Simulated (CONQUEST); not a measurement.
Runs of CONQUEST 1.3 on Al. Symmetry: Fm-3m, No. 225, cubic system. Conventional cell: a = 4.050 Å, b = 4.050 Å, c = 4.050 Å, α = 90.00°, β = 90.00°, γ = 90.00°. Al (site symmetry m-3m) is surrounded by 12 Al at 2.86 Å. 

| task | level | potentials or basis | spin | cell | k mesh | smearing | SCF tolerance | ensemble | temperature | max steps of the ions | other keys | mesh quality | gap on the mesh (eV) | pressure (GPa) |
| --- | --- | --- | --- | --- | --- | --- | --- | --- | --- | --- | --- | --- | --- | --- |
| single point | RPBE | PseudoDojo NC PBE, DZP, grid cutoff 100 Ha | collinear, ferrimagnetic start | as given | 9 × 9 × 7 | methfessel-paxton of order 2 0.2 eV | 1e-06 | - | - | - | SC.LateStageReset = 10; SC.AbsResidual = T; … | not flagged | none | 0.4 |
| single point | PBE | PseudoDojo NC PBE, DZP, grid cutoff 120 Ha | off | atoms of the box moved at random, drawn with an rms of 0.05 Å | 9 × 9 × 7 | fermi-dirac 0.05 eV | 1e-06 | - | - | - | - | not flagged | none | 0.3 |
| single point | PBE | PseudoDojo NC PBE, DZP, grid cutoff 120 Ha | off | as given | 9 × 9 × 7 | fermi-dirac 0.05 eV | 1e-06 | - | - | - | - | not flagged | none | (a) |
| density of states | LDA-GTH | PseudoDojo NC LDA, SZP, grid cutoff 80 Ha | off | volume scaled by 1.25 | 7 × 7 × 5 | fermi-dirac 0.1 eV | 1e-06 | - | - | - | - | not flagged | none | - |
| density of states | B86bPBE | PseudoDojo NC PBE, SZP, grid cutoff 120 Ha | off | volume scaled by 1.15 | 7 × 7 × 5 | fermi-dirac 0.027 eV | 1e-06 | - | - | - | - | not flagged | none | - |

Task: Fill in the values left out.

Result: (a) 0.2.

Caveats: the basis of atomic orbitals isn't converged, which shifts pressures, moduli and gaps; the potentials were made for another functional, which shifts forces and pressure (some runs); the box holds several primitive cells, so bands are folded and the points are those of the box's own zone (some runs); the atomic basis is small (some runs); the real-space grid breaks the cell's symmetry a little (some runs).

A gap of «none» marks a metal or a gap under the smearing width.
